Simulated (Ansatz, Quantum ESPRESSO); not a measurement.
# H-SnSn-H chair, 1 layer: response to a perpendicular field, part 4 of 5

Wanted: polarisability and gap of H-SnSn-H chair, 1 layer against a perpendicular field.

Quantum ESPRESSO 7.5; plane-wave DFT, PBE, PseudoDojo norm-conserving pseudopotentials; geometry and cross-check by Ansatz 0.2.0 with PAW datasets.

So far. Step 6 (SCF with pw.x: field 0.1 V/Å): The dipole goes from 0.0000 to 0.0429 e Å, 0.4293 e Å per V/Å. Step 7 (Electrostatic potential): The slope in the vacuum is 0.100 eV/Å for an applied 0.10 V/Å, as it should be.

## 8. Self-consistent run: field 0.2 V/Å

File f2.in:

```
&control
  prefix = 'f2'
  outdir = './out'
  pseudo_dir = './pseudo'
  calculation = 'scf'
  tprnfor = .true.
  tefield = .true.
  dipfield = .true.
/
&system
  ibrav = 0
  nat = 4
  ntyp = 2
  ecutwfc = 64
  ecutrho = 256
  occupations = 'smearing'
  smearing = 'fd'
  degauss = 0.004
  edir = 3
  emaxpos = 0.97
  eopreg = 0.04
  eamp = 0.00388938
/
&electrons
  conv_thr = 1e-09
  mixing_beta = 0.4
  electron_maxstep = 120
  mixing_mode = 'plain'
  startingpot = 'file'
/
ATOMIC_SPECIES
  H   1.0080  H.dojo-sr-pbe-0.4.1-standard.upf
  Sn  118.7100  Sn.dojo-sr-pbe-0.4.1-standard.upf
CELL_PARAMETERS angstrom
  4.71418195605732 0.00000000000000 0.00000000000000
  -2.35709097802866 4.08260133200786 -0.00000000000000
  0.00000000000000 -0.00000000000000 21.32666666670000
ATOMIC_POSITIONS crystal
  H   0.666666666667 0.333333333333 0.399246386740
  Sn  0.666666666667 0.333333333333 0.480695209743
  Sn  0.333333333333 0.666666666667 0.519304795077
  H   0.333333333333 0.666666666667 0.600753608440
K_POINTS automatic
  6 6 1 0 0 0
```

Command:

```console
> cp -r out/f0.save out/f2.save
> OMP_NUM_THREADS=1 mpirun -n 4 pw.x -nk 2 -in f2.in > f2.out
```

The log of the run:

```text
[banner, memory and clock lines left out]
Program PWSCF v.7.5 starts
[...]
number of electrons       =        30.00
     number of Kohn-Sham states=           19
     kinetic-energy cutoff     =      64.0000  Ry
     charge density cutoff     =     256.0000  Ry
[...]
number of k points=    20  Fermi-Dirac smearing, width (Ry)=  0.0040
[...]
Dense  grid:   191545 G-vectors     FFT dimensions: (  45,  45, 216)
     The initial density is read from file :
[...]
Starting wfcs are   20 randomized atomic wfcs
[...]
estimated scf accuracy    <       0.01142177 Ry
[...]
estimated scf accuracy    <       0.01118898 Ry
[...]
estimated scf accuracy    <       0.00002387 Ry
[...]
estimated scf accuracy    <       0.00002312 Ry
[...]
estimated scf accuracy    <       0.00000059 Ry
[...]
estimated scf accuracy    <       0.00000041 Ry
[...]
estimated scf accuracy    <          5.0E-09 Ry
[...]
estimated scf accuracy    <          7.6E-09 Ry
[...]
Computed dipole along edir(3) :
        Dipole                0.1623 Ry au,          0.4124 Debye
        Dipole field          0.0007 Ry au,
        E field amplitude [Ha a.u.]:  3.8894E-03
        Potential amp.        0.2440 Ry
        Total length         38.6895 bohr
[...]
the Fermi energy is    -2.5338 ev
!    total energy              =    -317.49971584 Ry
     estimated scf accuracy    <          9.4E-10 Ry
     smearing contrib. (-TS)   =      -0.00005540 Ry
     internal energy E=F+TS    =    -317.49966044 Ry
[...]
one-electron contribution =    -967.99421289 Ry
     hartree contribution      =     490.02998146 Ry
     xc contribution           =     -89.46602421 Ry
     ewald contribution        =     249.93173794 Ry
     electric field correction =      -0.00114274 Ry
     convergence has been achieved in   9 iterations
[...]
Total force =     0.003672     Total SCF correction =     0.000297
[...]
```

Elapsed: 49 s, on 4 MPI ranks of Arm Neoverse V1, shared host; peak memory 0.59 GiB; 3.2 min of CPU time.

This step gave:

- free energy: -4319.8037 eV
- energy at zero smearing: -4319.8033 eV
- Fermi energy: -2.534 eV
- dipole along the normal: 0.08586 e·Å
- valence top, on the run's zero: -2.772 eV
- conduction bottom, on the run's zero: -2.334 eV
- gap by band count: 0.4386 eV

The dipole goes from 0.0000 to 0.0859 e Å, 0.4293 e Å per V/Å.

## 9. Potential by pp.x

File f2.pot.in:

```
&inputpp
  prefix = 'f2'
  outdir = './out'
  filplot = 'f2.pot.dat'
  plot_num = 11
/
```

Command:

```console
> OMP_NUM_THREADS=1 mpirun -n 4 pp.x -in f2.pot.in > f2.pot.out
```

Wall time 1.1 s (4 MPI ranks); peak memory 0.14 GiB; 3.4 s of CPU time.

This step gave:

| Property | Result |
| --- | --- |
| slope of the potential above | 0.2000 eV/Å |
| upper vacuum line continued to the top atoms, over the valence top | 5.015 eV |
| slope of the potential below | 0.2000 eV/Å |
| lower vacuum line continued to the bottom atoms, over the valence top | 4.963 eV |

The slope in the vacuum is 0.200 eV/Å for an applied 0.20 V/Å, as it should be.

## 10. Band structure: field 0.2 V/Å

File f2.bands.in:

```
&control
  prefix = 'f2.bands'
  outdir = './out'
  pseudo_dir = './pseudo'
  calculation = 'bands'
  tefield = .true.
  dipfield = .true.
/
&system
  ibrav = 0
  nat = 4
  ntyp = 2
  ecutwfc = 64
  ecutrho = 256
  occupations = 'smearing'
  smearing = 'fd'
  degauss = 0.004
  edir = 3
  emaxpos = 0.97
  eopreg = 0.04
  eamp = 0.00388938
  nbnd = 21
/
&electrons
  conv_thr = 1e-07
  mixing_beta = 0.4
  electron_maxstep = 120
  mixing_mode = 'local-TF'
/
ATOMIC_SPECIES
  H   1.0080  H.dojo-sr-pbe-0.4.1-standard.upf
  Sn  118.7100  Sn.dojo-sr-pbe-0.4.1-standard.upf
CELL_PARAMETERS angstrom
  4.71418195605732 0.00000000000000 0.00000000000000
  -2.35709097802866 4.08260133200786 -0.00000000000000
  0.00000000000000 -0.00000000000000 21.32666666670000
ATOMIC_POSITIONS crystal
  H   0.666666666667 0.333333333333 0.399246386740
  Sn  0.666666666667 0.333333333333 0.480695209743
  Sn  0.333333333333 0.666666666667 0.519304795077
  H   0.333333333333 0.666666666667 0.600753608440
K_POINTS crystal_b
4
  0.0000000000 0.0000000000 0.0000000000 14
  0.5000000000 0.0000000000 0.0000000000 14
  0.3333333333 0.3333333333 0.0000000000 14
  0.0000000000 0.0000000000 0.0000000000 1
```

Command:

```console
> cp -r out/f2.save out/f2.bands.save
> cp out/f2.xml out/f2.bands.xml
> OMP_NUM_THREADS=1 mpirun -n 4 pw.x -nk 4 -in f2.bands.in > f2.bands.out
```

The log of the run:

```text
[banner, memory and clock lines left out]
Program PWSCF v.7.5 starts
[citation notice left out]

[...]
bravais-lattice index     =            0
     lattice parameter (alat)  =       8.9085  a.u.
     unit-cell volume          =    2769.8924 (a.u.)^3
     number of atoms/cell      =            4
     number of atomic types    =            2
     number of electrons       =        30.00
     number of Kohn-Sham states=           21
     kinetic-energy cutoff     =      64.0000  Ry
     charge density cutoff     =     256.0000  Ry
     Exchange-correlation= PBE
                           (   1   4   3   4   0   0   0)

[...]
PseudoPot. # 1 for H  read from file:
     ./pseudo/H.dojo-sr-pbe-0.4.1-standard.upf
     Pseudo is Norm-conserving, Zval =  1.0
     Generated using ONCVPSP code by D. R. Hamann
     Using radial grid of 1166 points,  3 beta functions with:
                l(1) =   0
                l(2) =   0
                l(3) =   1

     PseudoPot. # 2 for Sn read from file:
     ./pseudo/Sn.dojo-sr-pbe-0.4.1-standard.upf
     Pseudo is Norm-conserving + core correction, Zval = 14.0
     Generated using ONCVPSP code by D. R. Hamann
     Using radial grid of 1628 points,  6 beta functions with:
                l(1) =   0
                l(2) =   0
                l(3) =   1
                l(4) =   1
                l(5) =   2
                l(6) =   2

     atomic species   valence    mass     pseudopotential
     H                 1.00     1.00800     H ( 1.00)
     Sn               14.00   118.71000     Sn( 1.00)

     No symmetry found

[...]
number of k points=    43  Fermi-Dirac smearing, width (Ry)=  0.0040
[...]
Dense  grid:   191545 G-vectors     FFT dimensions: (  45,  45, 216)

     The potential is recalculated from file :
     ./out/f2.bands.save/charge-density

     Adding external electric field

     Computed dipole along edir(3) :
        Dipole                0.1623 Ry au,          0.4124 Debye
        Dipole field          0.0007 Ry au,

        E field amplitude [Ha a.u.]:  3.8894E-03
        Potential amp.        0.2440 Ry
        Total length         38.6895 bohr

     Starting wfcs are   20 randomized atomic wfcs +    1 random wfcs

     Band Structure Calculation
     Davidson diagonalization with overlap

     ethr =  3.33E-10,  avg # of iterations = 41.8

     End of band structure calculation

          k = 0.0000 0.0000 0.0000 ( 23971 PWs)   bands (ev):

   -23.8375 -23.8375 -23.7447 -23.7447 -23.7412 -23.6597 -23.5303 -23.5303
   -23.4987 -23.4987 -11.9692  -8.0713  -4.9177  -2.7724  -2.7724  -2.3337
     0.6630   0.6630   0.7595   1.2904   1.7986

          k = 0.0357 0.0206 0.0000 ( 23977 PWs)   bands (ev):

   -23.8384 -23.8382 -23.7458 -23.7434 -23.7396 -23.6592 -23.5318 -23.5317
   -23.4977 -23.4974 -11.9593  -8.0749  -4.9196  -3.0358  -2.7957  -2.0735
     0.6355   0.7025   0.7720   1.3032   1.8174

[...]
```

Run time: 75 s. Hardware: 4 MPI ranks; peak memory 0.57 GiB.

Band numbers count within the set of bands kept for display. Electronic bands along the path, in eV, zero at the highest filled level of the SCF mesh; v1 is the highest filled band, c1 the lowest empty one:

| point | v4 | v3 | v2 | v1 | c1 | c2 | c3 | c4 |
| --- | --- | --- | --- | --- | --- | --- | --- | --- |
| Γ | -5.30 | -2.15 | 0.00 | 0.00 | 0.44 | 3.44 | 3.44 | 3.53 |
| halfway | -5.60 | -2.37 | -2.19 | -0.70 | 1.82 | 3.70 | 4.00 | 4.62 |
| M | -6.56 | -2.93 | -2.40 | -1.18 | 1.60 | 3.52 | 4.10 | 5.57 |
| halfway | -6.70 | -2.83 | -2.45 | -1.86 | 2.82 | 3.64 | 4.22 | 4.68 |
| K | -7.15 | -2.61 | -2.54 | -2.39 | 3.87 | 3.89 | 4.04 | 5.33 |
| halfway | -5.73 | -2.44 | -2.29 | -1.18 | 2.78 | 3.36 | 3.83 | 4.58 |
| Γ | -5.30 | -2.15 | 0.00 | 0.00 | 0.44 | 3.44 | 3.44 | 3.53 |

Upper empty bands that drop with the field can be states of the vacuum, held by the sawtooth; they depend on the cell's width.

Along this path the valence top lies at Γ and the conduction bottom at Γ.

## 11. SCF with pw.x: field -0.2 V/Å

f3.in, as its differences from the input of step 8:

```diff
@@ -1,3 +1,3 @@
 &control
-  prefix = 'f2'
+  prefix = 'f3'
   outdir = './out'
@@ -21,3 +21,3 @@
   eopreg = 0.04
-  eamp = 0.00388938
+  eamp = -0.00388938
 /
```

Command:

```console
> cp -r out/f0.save out/f3.save
> OMP_NUM_THREADS=1 mpirun -n 4 pw.x -nk 2 -in f3.in > f3.out
```

The log of the run:

```text
[banner, memory and clock lines left out]
Program PWSCF v.7.5 starts
[...]
number of electrons       =        30.00
     number of Kohn-Sham states=           19
     kinetic-energy cutoff     =      64.0000  Ry
     charge density cutoff     =     256.0000  Ry
[...]
number of k points=    20  Fermi-Dirac smearing, width (Ry)=  0.0040
[...]
Dense  grid:   191545 G-vectors     FFT dimensions: (  45,  45, 216)
     The initial density is read from file :
[...]
Starting wfcs are   20 randomized atomic wfcs
[...]
estimated scf accuracy    <       0.01142396 Ry
[...]
estimated scf accuracy    <       0.01120600 Ry
[...]
estimated scf accuracy    <       0.00002373 Ry
[...]
estimated scf accuracy    <       0.00002326 Ry
[...]
estimated scf accuracy    <       0.00000050 Ry
[...]
estimated scf accuracy    <       0.00000041 Ry
[...]
estimated scf accuracy    <          2.3E-09 Ry
[...]
estimated scf accuracy    <          7.4E-09 Ry
[...]
Computed dipole along edir(3) :
        Dipole               -0.1622 Ry au,         -0.4123 Debye
        Dipole field         -0.0007 Ry au,
        E field amplitude [Ha a.u.]: -3.8894E-03
        Potential amp.       -0.2440 Ry
        Total length         38.6895 bohr
[...]
the Fermi energy is    -2.6030 ev
!    total energy              =    -317.49971582 Ry
     estimated scf accuracy    <          5.0E-10 Ry
     smearing contrib. (-TS)   =      -0.00005540 Ry
     internal energy E=F+TS    =    -317.49966042 Ry
[...]
one-electron contribution =    -967.99422309 Ry
     hartree contribution      =     490.02999168 Ry
     xc contribution           =     -89.46602444 Ry
     ewald contribution        =     249.93173794 Ry
     electric field correction =      -0.00114251 Ry
     convergence has been achieved in   9 iterations
[...]
Total force =     0.003699     Total SCF correction =     0.000214
[...]
```

Elapsed: 50 s, on 4 MPI ranks; peak memory 0.59 GiB.

This step gave:

* Fermi energy: -2.603 eV
* dipole along the normal: -0.08584 e·Å
* valence top, on the run's zero: -2.842 eV
* conduction bottom, on the run's zero: -2.403 eV

The dipole goes from 0.0000 to -0.0858 e Å, 0.4292 e Å per V/Å.

## 12. Potential by pp.x

File f3.pot.in:

```
&inputpp
  prefix = 'f3'
  outdir = './out'
  filplot = 'f3.pot.dat'
  plot_num = 11
/
```

Command:

```console
> OMP_NUM_THREADS=1 mpirun -n 4 pp.x -in f3.pot.in > f3.pot.out
```

Run time: 1 s. Hardware: 4 MPI ranks; peak memory 0.14 GiB.

Numbers from this step:

```
slope of the potential above                                          : -0.2000 eV/Å
upper vacuum line continued to the top atoms, over the valence top    : 4.963 eV
slope of the potential below                                          : -0.2000 eV/Å
lower vacuum line continued to the bottom atoms, over the valence top : 5.015 eV
```

The slope in the vacuum is -0.200 eV/Å for an applied -0.20 V/Å, as it should be.

Each curve counts from the valence top of its own run.

The runs together. Table of potential energy by z:

| z (Å) | potential at 0 V/Å (eV) | potential at 0.1 V/Å (eV) | potential at 0.2 V/Å (eV) | potential at -0.2 V/Å (eV) |
| --- | --- | --- | --- | --- |
| 0 | 4.99 | 4.55 | 4.12 | 5.85 |
| 1 | 4.99 | 4.22 | 3.46 | 6.52 |
| 2 | 4.99 | 4.32 | 3.66 | 6.32 |
| 3 | 4.99 | 4.42 | 3.86 | 6.12 |
| 4 | 4.99 | 4.52 | 4.06 | 5.92 |
| 5 | 4.99 | 4.62 | 4.26 | 5.72 |
| 6 | 4.98 | 4.72 | 4.46 | 5.52 |
| 7 | 4.96 | 4.80 | 4.63 | 5.30 |
| 8 | 4.51 | 4.43 | 4.35 | 4.66 |
| 9 | 3.17 | 3.14 | 3.11 | 3.23 |
| 10 | -6.28 | -6.28 | -6.28 | -6.28 |
| 11 | -9.28 | -9.28 | -9.28 | -9.28 |
| 12 | 1.55 | 1.56 | 1.58 | 1.51 |
| 13 | 3.78 | 3.84 | 3.89 | 3.67 |
| 14 | 4.92 | 5.06 | 5.19 | 4.65 |
| 15 | 4.98 | 5.22 | 5.45 | 4.52 |
| 16 | 4.99 | 5.32 | 5.65 | 4.32 |
| 17 | 4.99 | 5.42 | 5.85 | 4.13 |
| 18 | 4.99 | 5.52 | 6.05 | 3.93 |
| 19 | 4.99 | 5.62 | 6.25 | 3.73 |
| 20 | 4.99 | 5.72 | 6.45 | 3.53 |
| 21 | 4.99 | 5.18 | 5.38 | 4.59 |

## 13. Bands along a path: field -0.2 V/Å

f3.bands.in, as its differences from the input of step 10:

```diff
@@ -1,3 +1,3 @@
 &control
-  prefix = 'f2.bands'
+  prefix = 'f3.bands'
   outdir = './out'
@@ -20,3 +20,3 @@
   eopreg = 0.04
-  eamp = 0.00388938
+  eamp = -0.00388938
   nbnd = 21
```

Command:

```console
> cp -r out/f3.save out/f3.bands.save
> cp out/f3.xml out/f3.bands.xml
> OMP_NUM_THREADS=1 mpirun -n 4 pw.x -nk 4 -in f3.bands.in > f3.bands.out
```

The log of the run:

```text
[banner, memory and clock lines left out]
Program PWSCF v.7.5 starts
[citation notice left out]

[...]
bravais-lattice index     =            0
     lattice parameter (alat)  =       8.9085  a.u.
     unit-cell volume          =    2769.8924 (a.u.)^3
     number of atoms/cell      =            4
     number of atomic types    =            2
     number of electrons       =        30.00
     number of Kohn-Sham states=           21
     kinetic-energy cutoff     =      64.0000  Ry
     charge density cutoff     =     256.0000  Ry
     Exchange-correlation= PBE
                           (   1   4   3   4   0   0   0)

[...]
PseudoPot. # 1 for H  read from file:
     ./pseudo/H.dojo-sr-pbe-0.4.1-standard.upf
     Pseudo is Norm-conserving, Zval =  1.0
     Generated using ONCVPSP code by D. R. Hamann
     Using radial grid of 1166 points,  3 beta functions with:
                l(1) =   0
                l(2) =   0
                l(3) =   1

     PseudoPot. # 2 for Sn read from file:
     ./pseudo/Sn.dojo-sr-pbe-0.4.1-standard.upf
     Pseudo is Norm-conserving + core correction, Zval = 14.0
     Generated using ONCVPSP code by D. R. Hamann
     Using radial grid of 1628 points,  6 beta functions with:
                l(1) =   0
                l(2) =   0
                l(3) =   1
                l(4) =   1
                l(5) =   2
                l(6) =   2

     atomic species   valence    mass     pseudopotential
     H                 1.00     1.00800     H ( 1.00)
     Sn               14.00   118.71000     Sn( 1.00)

     No symmetry found

[...]
number of k points=    43  Fermi-Dirac smearing, width (Ry)=  0.0040
[...]
Dense  grid:   191545 G-vectors     FFT dimensions: (  45,  45, 216)

     The potential is recalculated from file :
     ./out/f3.bands.save/charge-density

     Adding external electric field

     Computed dipole along edir(3) :
        Dipole               -0.1622 Ry au,         -0.4123 Debye
        Dipole field         -0.0007 Ry au,

        E field amplitude [Ha a.u.]: -3.8894E-03
        Potential amp.       -0.2440 Ry
        Total length         38.6895 bohr

     Starting wfcs are   20 randomized atomic wfcs +    1 random wfcs

     Band Structure Calculation
     Davidson diagonalization with overlap

     ethr =  3.33E-10,  avg # of iterations = 40.2

     End of band structure calculation

          k = 0.0000 0.0000 0.0000 ( 23971 PWs)   bands (ev):

   -23.9066 -23.9066 -23.8139 -23.8139 -23.8104 -23.7288 -23.5994 -23.5994
   -23.5679 -23.5679 -12.0384  -8.1405  -4.9868  -2.8415  -2.8415  -2.4029
     0.5939   0.5939   0.6921   1.2572   1.8136

          k = 0.0357 0.0206 0.0000 ( 23977 PWs)   bands (ev):

   -23.9075 -23.9073 -23.8149 -23.8126 -23.8087 -23.7284 -23.6010 -23.6009
   -23.5669 -23.5665 -12.0284  -8.1441  -4.9887  -3.1050  -2.8648  -2.1427
     0.5664   0.6333   0.7045   1.2707   1.8322

[...]
```

Run time: 80 s. Hardware: 4 MPI ranks; peak memory 0.57 GiB; 5.3 min of CPU time.

Band numbers count within the set of bands kept for display. The electronic bands at the labelled points (eV, zero at the highest filled level of the SCF mesh; v1 is the highest filled band, c1 the lowest empty one):

| point | v4 | v3 | v2 | v1 | c1 | c2 | c3 | c4 |
| --- | --- | --- | --- | --- | --- | --- | --- | --- |
| Γ | -5.30 | -2.15 | 0.00 | 0.00 | 0.44 | 3.44 | 3.44 | 3.53 |
| halfway | -5.60 | -2.37 | -2.19 | -0.70 | 1.82 | 3.70 | 4.00 | 4.66 |
| M | -6.56 | -2.93 | -2.40 | -1.18 | 1.60 | 3.52 | 4.10 | 5.57 |
| halfway | -6.70 | -2.83 | -2.45 | -1.86 | 2.82 | 3.64 | 4.22 | 4.68 |
| K | -7.15 | -2.61 | -2.54 | -2.39 | 3.87 | 3.89 | 4.04 | 5.33 |
| halfway | -5.73 | -2.44 | -2.29 | -1.18 | 2.78 | 3.36 | 3.83 | 4.59 |
| Γ | -5.30 | -2.15 | 0.00 | 0.00 | 0.44 | 3.44 | 3.44 | 3.53 |

Upper empty bands that drop with the field can be states of the vacuum, held by the sawtooth; they depend on the cell's width.

Along this path the valence top lies at Γ and the conduction bottom at Γ.

## 14. Valence density

plot_num = 0 writes the valence density.

File f0.rho.in:

```
&inputpp
  prefix = 'f0'
  outdir = './out'
  filplot = 'f0.rho.dat'
  plot_num = 0
/
```

Command:

```console
> OMP_NUM_THREADS=1 mpirun -n 4 pp.x -in f0.rho.in > f0.rho.out
```

The log of the run:

```text
[banner, memory and clock lines left out]
Program POST-PROC v.7.5 starts

          URL

     ./out/f0.save/

     IMPORTANT: XC functional enforced from input :
     Exchange-correlation= PBE
                           (   1   4   3   4   0   0   0)
     Any further DFT definition will be discarded
     Please, verify this is what you really want

     Adding external electric field

     Computed dipole along edir(3) :
        Dipole                0.0000 Ry au,          0.0000 Debye
        Dipole field          0.0000 Ry au,

        Potential amp.       -0.0000 Ry
        Total length         38.6895 bohr

     Calling punch_plot, plot_num =   0
     Writing data to file  f0.rho.dat
     Message from routine chdens:
     namelist plot not found or invalid, exiting
```

The job ended after 0.97 s (4 MPI ranks; peak memory 0.14 GiB).

Read from the output:

```
electrons by integration : 30.00 e
```

Mean over planes. The valence density, planar mean by z:

z (Å), valence density, planar mean (e/Å³) and a bar:
```
        6      0.000 
        7      0.001 
        8      0.023 #
        9      0.073 ###
       10      0.606 #########################
       11      0.713 ##############################
       12      0.099 ####
       13      0.052 ##
       14      0.003 
       15      0.000 
       16      0.000
```

Valence density in the ca plane at fractional y = 0.333, with atoms of H and Sn within 0.2 Å of it. It is the smooth field of the valence electrons, not physical close to the nuclei.

Values in e/Å³, 7 rows by 16 columns, each cell a mean:
```
0.0 0.0 0.0 0.0 0.0 0.0 0.0 0.1 0.3 0.3 0.1 0.0 0.0 0.0 0.0 0.0
0.0 0.0 0.0 0.0 0.0 0.0 0.1 0.5 2.9 3.0 0.1 0.0 0.0 0.0 0.0 0.0
0.0 0.0 0.0 0.0 0.0 0.0 0.1 0.8 3.6 3.7 0.1 0.0 0.0 0.0 0.0 0.0
0.0 0.0 0.0 0.0 0.0 0.0 0.0 0.2 0.7 0.8 0.1 0.0 0.0 0.0 0.0 0.0
0.0 0.0 0.0 0.0 0.0 0.0 0.0 0.0 0.1 0.2 0.1 0.0 0.0 0.0 0.0 0.0
0.0 0.0 0.0 0.0 0.0 0.0 0.0 0.0 0.1 0.1 0.1 0.0 0.0 0.0 0.0 0.0
0.0 0.0 0.0 0.0 0.0 0.0 0.0 0.0 0.1 0.2 0.1 0.0 0.0 0.0 0.0 0.0
```
Columns run along c (16.0 Å, from fractional 0.06 to 0.82 of the cell), rows up along a (4.7 Å). Atoms in or near the plane, at fractional coordinates: H at (0.40, 0.67), Sn at (0.48, 0.67).

The density integrates to 30.000 electrons, as the 30 of the input ask.

## 15. Valence density

File f2.rho.in:

```
&inputpp
  prefix = 'f2'
  outdir = './out'
  filplot = 'f2.rho.dat'
  plot_num = 0
/
```

Command:

```console
> OMP_NUM_THREADS=1 mpirun -n 4 pp.x -in f2.rho.in > f2.rho.out
```

Elapsed: 0.99 s, on 4 MPI ranks; peak memory 0.14 GiB; 3.6 s of CPU time.

(Part 4 of 5 ends here.)

[Logs are printed without paths, hosts, clocks, repeated set-up lines and the standing remarks that a program may print on its own settings, such as how far it seeks lower states.]

[Hosts, paths, dates, database ids (printed as entryN), source tags and the programs' standing remarks are cut or masked in the printed files.]

[Maps of the electrostatic potential energy from Ansatz leave out the sawtooth potential of an applied field or a dipole correction, so their vacuum need not be flat; planar profiles and work functions include it.]
